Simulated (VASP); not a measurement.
Here is a VASP 6.6.1 calculation.

Contents of INCAR:

```
ALGO = Normal
EDIFF = 1E-7
ENCUT = 520
GGA = PE
ISIF = 2
ISMEAR = -1
LASPH = True
LCHARG = False
LREAL = False
LWAVE = False
NBANDS = 14
NELM = 100
PREC = Accurate
SIGMA = 0.05
```

File KPOINTS:

```
k-points
0
Gamma
  12 12 12
```

Contents of POSCAR:

```
Rh
1.0
   -0.0393340000      1.8830950000      1.9624630000
    1.9019270000      0.0328110000      1.8903180000
    1.9246520000      1.8336750000      0.0100860000
Rh
1
Direct
    0.0047670000      0.0035010000     -0.0058200000
```

Potentials or basis: VASP PAW PBE potentials, release 64 (Rh_pv).

Command:

```bash
$ cat potpaw_PBE.64/Rh_pv/POTCAR > POTCAR
$ mpirun -np 1 vasp_std > vasp.out
```

(1) What does it give for the band gap on the k mesh?

(2) Estimate the pressure.

Results:

(1) none (metal or under the smearing width).

(2) 8.5 GPa.
